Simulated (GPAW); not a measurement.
Crystal: In.

```
In
1.0
    -1.88253    1.88253    1.88253
     1.88253   -1.88253    1.88253
     1.88253    1.88253   -1.88253
In
1
Cartesian
  0.0000 0.0000 0.0000
```

This isn't the form of In at room conditions, which is tetragonal.

* Program: GPAW 26.7.0
* Task: relaxation of cell and atoms
* Functional: RPBE
* Potentials or basis: the program's PAW data sets (release 1.2.1) made for this functional
* Cutoff: 600 eV
* Basis: pw
* k mesh: 10 × 10 × 10
* Occupations: fermi-dirac, width 0.05 eV
* Spin: no spin polarisation

At the start: pressure 2.8 GPa; volume 26.69 Å³/atom.

Q: Where does the relaxation end?

A: Over 4 steps the energy falls by 18.7 meV/atom and the volume is 28.84 Å³/atom (+8.1 %); space group Im-3m (No. 229, to 0.05 Å).

The path:
```csv
step,energy change (eV),largest force (eV/Å),pressure (GPa),volume (Å³)
1,0.0000,0.0000,2.78,26.69
2,-0.0081,0.0000,1.98,27.22
3,-0.0185,0.0000,0.16,28.70
4,-0.0187,0.0000,0.01,28.84
```

Final structure:
```xyz
1
Lattice="-1.9319 1.9319 1.9319 1.9319 -1.9319 1.9319 1.9319 1.9319 -1.9319" Properties=species:S:1:pos:R:3 pbc="T T T"
In    0.0000    0.0000    0.0000
```

Caveat: later steps reuse the first step's grids.
